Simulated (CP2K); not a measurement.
Runs of CP2K 2026.2 on Sn. Symmetry: I4_1/amd, No. 141, tetragonal system. Conventional cell: a = 5.880 Å, b = 5.880 Å, c = 3.199 Å, α = 90.00°, β = 90.00°, γ = 90.00°. Around Sn (site symmetry -4m2) lie 6 Sn at 3.05 to 3.20 Å. 

```tsv
level	cutoff of the non-local correlation (Ry)	gap on the mesh (eV)	pressure (GPa)
LDA	-	none	2.1
OLYP	-	none	(b)
vdW-DF2	300	none	7.1
rev-vdW-DF2	300	none	3.4
PBEsol	-	none	1.8
HLE17	-	none	(a)
```

Alike in all rows: task band structure; potentials or basis POTENTIAL_UZH Sn GTH-PBE-q4; TZVP-MOLOPT-PBE-GTH basis; no spin polarisation; cell as given; k mesh 9 × 9 × 9; smearing fermi-dirac 0.05 eV.

Question: Fill in the values left out.

Answer: (a) -1.0; (b) 1.1.

Caveats: the potentials were made for another functional, which shifts forces and pressure; spin-orbit coupling is left out, which moves the levels of the heavy elements; the basis of atomic orbitals isn't converged, which shifts pressures, moduli and gaps; the potentials were made for a functional far from this one (some runs).

A k mesh can miss the band edges, and the runs leave out spin-orbit coupling on Sn.

A gap of «none» marks a metal or a gap under the smearing width.

Runs at the PBE level aren't shown here.
